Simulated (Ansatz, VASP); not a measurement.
## One calculation of MgS, two programs

File INCAR:

```
ALGO = Normal ; EDIFF = 1E-8
ENCUT = 520 ; GGA = CA
ISIF = 2 ; ISMEAR = -1
LASPH = T ; LCHARG = F
LEFG = T ; LREAL = F
LWAVE = F ; NBANDS = 11
NELM = 100 ; PREC = Accurate
SIGMA = 0.01
```

File KPOINTS:

```
k-points
0
Gamma
  8 8 8
```

The input POSCAR:

```
MgS
1.0
    0.0000000000      2.5485401997      2.5485401997
    2.5485401997      0.0000000000      2.5485401997
    2.5485401997      2.5485401997      0.0000000000
Mg S
1 1
Direct
    0.0000000000      0.0000000000      0.0000000000
    0.5000000000      0.5000000000      0.5000000000
```

Input for Ansatz:

```yaml
crystal:
  lattice:
    - [0.0, 2.5485401997, 2.5485401997]
    - [2.5485401997, 0.0, 2.5485401997]
    - [2.5485401997, 2.5485401997, 0.0]
  atoms:
    - { symbol: Mg, position: [0.0, 0.0, 0.0] }
    - { symbol: S, position: [0.5, 0.5, 0.5] }
kpoints:
  mp_grid: { grid: [8, 8, 8] }
scf:
  occupations: { method: fermi_dirac, width: 0.01 }
hamiltonian:
  xc: lda
  pseudopotentials: { kind: paw }
output:
  forces: true
  stress: true
  eigenvalues: true
  efg: { contact_densities: true }
```

Change from the starting cell: volume scaled by 0.94, PAW files.

Alike in both runs: task electric field gradients; functional LDA; k mesh 8 × 8 × 8; occupations fermi-dirac, width 0.01 eV; no spin polarisation.

|  | VASP | Ansatz |
| --- | --- | --- |
| version | VASP 6.6.1 | Ansatz 0.2.0 |
| potentials or method | VASP PAW LDA potentials, release 64 (Mg, S) | PAW with Ansatz's default frozen-core files, scalar-relativistic |
| plane-wave cutoff (eV) | 520 | 420 |
| valence electrons in the cell | 8 | 16 |

|  | VASP | Ansatz | Ansatz less VASP |
| --- | --- | --- | --- |
| gap on the k mesh at the Fermi level (eV) | 2.69 | 2.69 | -0.002 |
| pressure (GPa) | 1.0 | 1.6 | +0.60 |
| Vzz of the field gradient on the site that differs most (V/Å²) | 0.0 | 0.0 | 0.00 |

The two sets of potentials don't hold the same shells in valence.

A k mesh can miss the band edges.
